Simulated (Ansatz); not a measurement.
Here is an Ansatz 0.2.0 calculation.

input.yaml

```yaml
crystal:
  lattice:
    - [0.0, 2.8338, 2.8338]
    - [2.8338, 0.0, 2.8338]
    - [2.8338, 2.8338, 0.0]
  atoms:
    - { symbol: Se, position: [0.75, 0.75, 0.75] }
    - { symbol: Zn, position: [0.0, 0.0, 0.0] }
kpoints:
  mp_grid: { grid: [6, 6, 6] }
scf:
  occupations: { method: fermi_dirac, width: 0.05 }
hamiltonian:
  xc: pbe
  pseudopotentials: { kind: all_electron, lapw: { basis_error: 0.001 } }
output: {}
phonons:
  method: fd
  supercell: [1, 1, 1]
```

Potentials or basis: all-electron LAPW, scalar-relativistic.

Launch:

```bash
$ ansatz run input.yaml --threads 1 --pin off --max-ram 3072MiB --backend cpu --events-out ev --progress --plain --runs-dir out
```

**Question.** Predict the highest phonon frequency at Γ, LO-TO splitting left out.

**Answer.** 206 cm⁻¹.

**Question.** What does it give for the band gap on the k mesh?

**Answer.** 1.29 eV, direct.

Phonon frequencies in cm⁻¹ (negative: imaginary):
| q point | frequencies |
| --- | --- |
| (0.000, 0.000, 0.000) | 0 0 0 206 206 206 |

**Experimental background.**

“Alloy Disordering Effects on the Thermal Conductivity and Energy Gap Temperature Dependence of Cd1−xZnxSe Ternary Crystals Grown by the Bridgman Method”, 2023, pmc:10253836 reports, for a bulk crystal of ZnSe at 300 K: band gap 2.695 ± 0.003 eV (an exciton energy, a little under the gap).

A measured gap of ZnSe is 2.695 eV (an exciton energy, a little under the gap; 300 K; “Alloy Disordering Effects on the Thermal Conductivity and Energy Gap Temperature Dependence of Cd1−xZnxSe Ternary Crystals Grown by the Bridgman Method”, 2023, pmc:10253836); the calculated 1.29 eV misses it by -1.41 eV. So large a miss can be the level of theory's own, or it may mean another phase, state or a wrong row. Spin-orbit coupling on Se is left out. The value is that of PBE, without temperature or zero-point motion. Semilocal functionals fall short of measured gaps as a rule.
